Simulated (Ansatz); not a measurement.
# How BeS (F-43m) expands on warming, part 2 of 3

Aim: the lattice, expansion, heat capacity and bulk modulus of BeS as it warms.

Experimental results on record:
- heat capacity C_P per formula unit 34.2 J/mol/K and bulk modulus 105 GPa near room temperature (given in “High-Throughput Prediction of Finite-Temperature Properties using the Quasi-Harmonic Approximation”, 2016, arXiv:1603.06924)

Ansatz 0.2.0; DFT LDA, scalar-relativistic, plane waves, PAW.

So far, isothermal bulk modulus at 298 K (GPa): step 5 (the quasi-harmonic study, cutoff 487.2 eV, k-mesh 8×8×8) 98.3. Also principal linear expansion coefficients at 298 K (× 1e-6/K): step 5 5.23. The relaxed cell has a = 4.796 Å (conventional setting).

The database entry behind the starting cell differs from later determinations by our own check (0.1 to 0.3 % short, probably kX units), so it need not match the best structure at ambient conditions.

### Step 7. Phonons on strained cells, k-mesh 4×4×4, q-mesh 4×4×4

The study relaxes the crystal at several strains, solves the phonons on some of them and minimises the free energy at each temperature (static energy, vibrations, the electrons in a metal, and PV under a set pressure); the q-mesh sets how far the force constants reach.

This step: DFT LDA, scalar-relativistic, plane waves, PAW (Ansatz 0.2.0).

The input, input.yaml:

```yaml
crystal:
  lattice:
    - [0.0, 2.3982014681, 2.3982014681]
    - [2.3982014681, 0.0, 2.3982014681]
    - [2.3982014681, 2.3982014681, 0.0]
  atoms:
    - { symbol: Be, position: [0.0, 0.0, 0.0] }
    - { symbol: S, position: [0.25, 0.25, 0.25] }
kpoints:
  mp_grid: { grid: [4, 4, 4] }
hamiltonian:
  xc: lda
scf:
  occupations: { method: fixed }
output:
  eigenvalues: true
phonons:
  method: dfpt
  qmesh: [4, 4, 4]
  temperatures: { t_max: 800.0, t_step: 50 }
  thermal_expansion: {}
```

The run is started by

```
ansatz run input.yaml --threads 4 --pin off --max-ram 16384MiB --backend cpu --events-out ev --progress --plain --runs-dir out
```

It took 28 s on 4 threads of Intel Xeon Platinum 8375C at 2.90GHz (Ice Lake), shared host; peak memory 0.52 GiB.

Numbers from this step:

```yaml
pressure: 0.6008 GPa
gap_on_the_k_mesh: 2.805 eV
volume_expansion_coefficient_at_298_k: 17.89 1e-6/K
c_p_at_298_k: 18.00 J/mol-atom/K
entropy_at_298_k: 15.08 J/mol-atom/K
isothermal_bulk_modulus_at_298_k: 97.75 GPa
grueneisen_parameter_at_298_k: 0.8255
volume_at_298_k: 14.05 Å³/atom
principal_linear_expansion_coefficients_at_298_k: 5.964, 5.964, 5.964 1e-6/K
```

Strained cells of the study; zero-point energy where phonons were solved; the pressures are stresses at a fixed cutoff and can carry an offset from the finite basis. Expansion cells, by row:

```
cell  |a| (Å)  |b| (Å)  |c| (Å)  V (Å³/atom)  E - E_lowest (meV/atom)  pressure, compression positive (GPa)  gap (eV)  zero-point energy (meV/atom)
   1    3.392    3.392    3.392        13.79                    0.154                                 0.591     2.805                             -
   2    3.419    3.419    3.419        14.13                    1.422                                -1.786     2.859                             -
   3    3.365    3.365    3.365        13.47                    3.971                                 3.191     2.749                             -
   4    3.398    3.398    3.398        13.88                        0                                -0.025     2.819                         76.81
   5    3.415    3.415    3.415        14.08                        1                                -1.504     2.852                         75.47
   6    3.424    3.424    3.424        14.19                     2.26                                 -2.23     2.869                         74.79
   7    3.437    3.437    3.437        14.36                    5.023                                -3.263     2.893                         73.78
   8    3.365    3.365    3.365        13.47                    3.981                                 3.194     2.749                             -
   9    3.381    3.381    3.381        13.67                    0.981                                  1.54     2.784                             -
  10    3.457    3.457    3.457         14.6                    11.15                                -4.727     2.928                             -
```

Quasi-harmonic; a, b, c are the run's own cell vectors. Expansion, by row:

```
T (K)  a (Å)  b (Å)  c (Å)  alpha (deg)  beta (deg)  gamma (deg)  cell volume (Å³/cell)  alpha_a (1e-6/K)  alpha_b (1e-6/K)  alpha_c (1e-6/K)  alpha_V (1e-6/K)  C_P (J/mol-atom/K)  C_V (J/mol-atom/K)  S (J/mol-atom/K)  B_T (GPa)  B_S (GPa)  Grueneisen  extrapolation  fit error (1e-6/K)
    0   3.41   3.41   3.41           60          60           60                  28.03                 0                 0                 0                 0                   0                   0                 0      99.28      99.28           -              0                   0
   50   3.41   3.41   3.41           60          60           60                  28.03               0.1               0.1               0.1               0.3               1.205               1.205             0.371      99.28      99.28        0.21              0                   0
  100   3.41   3.41   3.41           60          60           60                  28.04              0.76              0.76              0.76              2.28               5.495               5.494             2.478      99.21      99.22       0.348              0                   0
  150   3.41   3.41   3.41           60          60           60                  28.04              2.11              2.11              2.11              6.33                9.69               9.685             5.515      99.01      99.06       0.546              0                   0
  200  3.411  3.411  3.411           60          60           60                  28.05              3.64              3.64              3.64             10.92               13.26               13.23             8.809      98.67      98.82       0.688              0                0.01
  250  3.411  3.411  3.411           60          60           60                  28.07              4.96              4.96              4.96             14.89               16.02               15.97             12.08      98.23      98.52       0.774              0                0.01
298.1  3.412  3.412  3.412           60          60           60                  28.09              5.96              5.96              5.96             17.89                  18               17.92             15.08      97.76      98.19       0.825              0                0.01
  300  3.412  3.412  3.412           60          60           60                  28.09                 6                 6                 6             17.99               18.07               17.99             15.19      97.74      98.17       0.827              0                0.01
  350  3.413  3.413  3.413           60          60           60                  28.12              6.79              6.79              6.79             20.36               19.58               19.46             18.09       97.2       97.8       0.861              0                0.01
  400  3.415  3.415  3.415           60          60           60                  28.15              7.39              7.39              7.39             22.18                20.7               20.54             20.79      96.65      97.41       0.885              0                0.01
  450  3.416  3.416  3.416           60          60           60                  28.18              7.87              7.87              7.87             23.61               21.55               21.35             23.27      96.08         97       0.902              0                0.01
  500  3.417  3.417  3.417           60          60           60                  28.22              8.25              8.25              8.25             24.75               22.21               21.96             25.58       95.5      96.58       0.914              0                0.01
  550  3.419  3.419  3.419           60          60           60                  28.25              8.56              8.56              8.56             25.69               22.73               22.44             27.72      94.91      96.15       0.924              0                0.01
  600   3.42   3.42   3.42           60          60           60                  28.29              8.83              8.83              8.83             26.48               23.15               22.82             29.72      94.31      95.71       0.932              0                0.01
  650  3.422  3.422  3.422           60          60           60                  28.33              9.05              9.05              9.05             27.16                23.5               23.11             31.59      93.71      95.26       0.939              0                0.01
  700  3.423  3.423  3.423           60          60           60                  28.37              9.25              9.25              9.25             27.75               23.79               23.36             33.34       93.1      94.81       0.945              0                0.02
  750  3.425  3.425  3.425           60          60           60                  28.41              9.43              9.43              9.43             28.29               24.03               23.56             34.99      92.49      94.36        0.95              0                0.02
  800  3.427  3.427  3.427           60          60           60                  28.45              9.59              9.59              9.59             28.77               24.24               23.72             36.55      91.88       93.9       0.955              0                0.03
```

Table of expansion coefficient by temperature; values in 1e-6/K:

```
temperature (K)  volume  principal 1
              0       0            0
             50     0.3          0.1
            100    2.28         0.76
            150    6.33         2.11
            200    10.9         3.64
            250    14.9         4.96
            298    17.9         5.96
            300    18.0            6
            350    20.4         6.79
            400    22.2         7.39
            450    23.6         7.87
            500    24.8         8.25
            550    25.7         8.56
            600    26.5         8.83
            650    27.2         9.05
            700    27.8         9.25
            750    28.3         9.43
            800    28.8         9.59
```

Changing the q-mesh (2×2×2 → 4×4×4) and the k-mesh (8×8×8 → 4×4×4) takes the volume expansion at 298 K from 15.7 to 17.9 × 10⁻⁶/K and B_T from 98.3 to 97.8 GPa.

### Step 8. A new level, relaxed again

The functional, the potentials or the cutoff change, so the crystal is relaxed again at the new setting.

input.yaml, the sections that differ from step 7:

```yaml
kpoints:
  mp_grid: { grid: [8, 8, 8] }
output:
  forces: true
  stress: true
  eigenvalues: true
basis:
  ecutwfc: 320.0
relax:
  adjacent_minimum: "off"
  f_tol: 0.001
  max_steps: 60
  cell: { stress_tol: 0.01 }
# crystal, hamiltonian, scf: as in step 7
# phonons: removed
```

A lower cutoff is cheaper; the question is how far the property drifts.

Elapsed: 0.73 s, on 4 threads; peak memory 0.34 GiB; 2.1 s of CPU time.

Little changed from the start: no atom moved by 0.005 Å and no cell edge by 0.1 %.

Numbers from this step:

```
pressure          : 9.32e-4 GPa
gap on the k-mesh : 2.829 eV
volume per atom   : 13.80 Å³
```

The residual pressure is 9.3e-4 GPa, small enough for phonons.

### Step 9. The quasi-harmonic study, cutoff 320 eV, q-mesh 4×4×4

input.yaml, the sections that differ from step 8:

```yaml
crystal:
  lattice:
    - [0.0, 2.3984598184, 2.3984598184]
    - [2.3984598184, 0.0, 2.3984598184]
    - [2.3984598184, 2.3984598184, 0.0]
  atoms:
    - { symbol: Be, position: [0.0, 0.0, 0.0] }
    - { symbol: S, position: [0.25, 0.25, 0.25] }
output:
  eigenvalues: true
phonons:
  method: dfpt
  qmesh: [4, 4, 4]
  temperatures: { t_max: 800.0, t_step: 50 }
  thermal_expansion: {}
# kpoints, hamiltonian, scf, basis: as in step 8
# relax: removed
```

Wall time 56 s (4 threads); peak memory 0.56 GiB; 3.3 min of CPU time.

Strained cells of the study; zero-point energy where phonons were solved; the pressures are stresses at a fixed cutoff and can carry an offset from the finite basis. Expansion cells, by row:

```
cell  |a| (Å)  |b| (Å)  |c| (Å)  V (Å³/atom)  E - E_lowest (meV/atom)  pressure, compression positive (GPa)  gap (eV)  zero-point energy (meV/atom)
   1    3.392    3.392    3.392         13.8                        0                                -0.527     2.829                             -
   2    3.419    3.419    3.419        14.13                    2.563                                -2.846     2.882                             -
   3    3.365    3.365    3.365        13.47                    2.609                                 2.001     2.773                             -
   4    3.392    3.392    3.392         13.8                    0.005                                -0.539     2.829                         77.28
   5    3.409    3.409    3.409        14.01                    1.062                                -2.015     2.863                         75.93
   6    3.418    3.418    3.418        14.12                    2.285                                -2.737      2.88                         75.24
   7    3.431    3.431    3.431        14.28                     5.08                                -3.768     2.903                         74.22
   8    3.358    3.358    3.358        13.39                    4.088                                 2.658     2.759                             -
   9    3.375    3.375    3.375        13.59                    1.063                                 1.014     2.795                             -
  10     3.45     3.45     3.45        14.52                    11.16                                -5.224     2.939                             -
```

Changing the k-mesh (4×4×4 → 8×8×8) and the cutoff (487.2 → 320 eV) takes the volume expansion at 298 K from 17.9 to 17.9 × 10⁻⁶/K and B_T from 97.8 to 98.0 GPa.

### Step 10. The quasi-harmonic study, cutoff 487.2 eV, k-mesh 8×8×8 (run 2)

input.yaml, the sections that differ from step 9:

```yaml
crystal:
  lattice:
    - [0.0, 2.3982014681, 2.3982014681]
    - [2.3982014681, 0.0, 2.3982014681]
    - [2.3982014681, 2.3982014681, 0.0]
  atoms:
    - { symbol: Be, position: [0.0, 0.0, 0.0] }
    - { symbol: S, position: [0.25, 0.25, 0.25] }
phonons:
  method: fd
  qmesh: [4, 4, 4]
  temperatures: { t_max: 800.0, t_step: 50 }
  thermal_expansion: {}
# kpoints, hamiltonian, scf, output: as in step 9
# basis: removed
```

Elapsed: 3.6 min, on 4 threads; peak memory 0.73 GiB; 14 min of CPU time.

Changing the cutoff (320 → 487.2 eV) and the phonon method (dfpt → fd) takes the volume expansion at 298 K from 17.9 to 17.7 × 10⁻⁶/K and B_T from 98.0 to 98.2 GPa.

### Step 11. The series together

Times are for 4 threads of Intel Xeon Platinum 8375C at 2.90GHz (Ice Lake), shared host. The series side by side:

```
no.  functional  cutoff (eV)  k-mesh  q-mesh  method  pressure (GPa)  volume expansion coefficient at 298 K (1e-6/K)  C_P at 298 K (J/mol-atom/K)  isothermal bulk modulus at 298 K (GPa)     time  memory (GiB)
  1         lda        487.2   8×8×8   2×2×2    dfpt               0                                           15.70                        17.84                                   98.25     29 s          0.57
  2         lda        487.2   4×4×4   4×4×4    dfpt               0                                           17.89                        18.00                                   97.75     28 s          0.52
  3         lda          320   8×8×8   4×4×4    dfpt               0                                           17.88                        17.94                                   97.95     56 s          0.56
  4         lda        487.2   8×8×8   4×4×4      fd               0                                           17.69                        17.92                                   98.21  3.6 min          0.73
```

[end of part 2 of 3]

[Logs are printed without paths, hosts, clocks, repeated set-up lines and the standing remarks that a program may print on its own settings, such as how far it seeks lower states.]

[Hosts, paths, dates, database ids (printed as entryN), source tags and the programs' standing remarks are cut or masked in the printed files.]

[A step with changed settings may run another functional than the one named; its input shows which.]
